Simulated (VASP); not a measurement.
A run of VASP 6.6.1 is set up as follows.

File POSCAR:

```
LiH
1.0
    0.0000000000      2.0367500000      2.0367500000
    2.0367500000      0.0000000000      2.0367500000
    2.0367500000      2.0367500000      0.0000000000
Li H
1 1
Direct
    0.0000000000      0.0000000000      0.0000000000
    0.5000000000      0.5000000000      0.5000000000
```

INCAR.step1

```
SYSTEM = LiH
PREC = Accurate
ENCUT = 520
EDIFF = 1E-5
ISMEAR = 0
SIGMA = 0.02
LREAL = .FALSE.
LASPH = .TRUE.
NELM = 100
ALGO = Normal
ISIF = 2
LWAVE = .TRUE.
LCHARG = .FALSE.
NBANDS = 9
GGA = PE
KPAR = 4
```

Contents of INCAR.step2:

```
SYSTEM = LiH
PREC = Accurate
ENCUT = 520
EDIFF = 1E-7
ISMEAR = 0
SIGMA = 0.02
LREAL = .FALSE.
LASPH = .TRUE.
NELM = 100
ALGO = Normal
ISIF = 2
LWAVE = .FALSE.
LCHARG = .FALSE.
GGA = PE
LHFCALC = .TRUE.
HFSCREEN = 0.3
PRECFOCK = Fast
NBANDS = 9
ISTART = 1
KPAR = 4
```

KPOINTS

```
Automatic mesh
0
G
  8 8 8
  0 0 0
```

Contents of KPOINTS_OPT:

```
path GXWKGLUWLK,UX
8
line-mode
reciprocal
 0.0000000000  0.0000000000  0.0000000000  G
 0.5000000000  0.0000000000  0.5000000000  X

 0.5000000000  0.0000000000  0.5000000000  X
 0.5000000000  0.2500000000  0.7500000000  W

 0.5000000000  0.2500000000  0.7500000000  W
 0.3750000000  0.3750000000  0.7500000000  K

 0.3750000000  0.3750000000  0.7500000000  K
 0.0000000000  0.0000000000  0.0000000000  G

 0.0000000000  0.0000000000  0.0000000000  G
 0.5000000000  0.5000000000  0.5000000000  L

 0.5000000000  0.5000000000  0.5000000000  L
 0.6250000000  0.2500000000  0.6250000000  U

 0.6250000000  0.2500000000  0.6250000000  U
 0.5000000000  0.2500000000  0.7500000000  W

 0.5000000000  0.2500000000  0.7500000000  W
 0.5000000000  0.5000000000  0.5000000000  L

 0.5000000000  0.5000000000  0.5000000000  L
 0.3750000000  0.3750000000  0.7500000000  K

 0.6250000000  0.2500000000  0.6250000000  U
 0.5000000000  0.0000000000  0.5000000000  X
```

Potentials or basis: VASP PAW PBE potentials, release 64 (Li_sv, H).

Command:

```bash
$ cat potpaw_PBE.64/Li_sv/POTCAR potpaw_PBE.64/H/POTCAR > POTCAR
$ cp INCAR.step1 INCAR
$ mpirun -np 4 vasp_std > vasp.out
$ cp INCAR.step2 INCAR
$ mpirun -np 4 vasp_std > vasp.out
```

(1) Predict the band gap along the path.

(2) Predict the band gap on the k mesh.

Answers

(1) 3.80 eV, direct.

(2) 3.80 eV, direct.
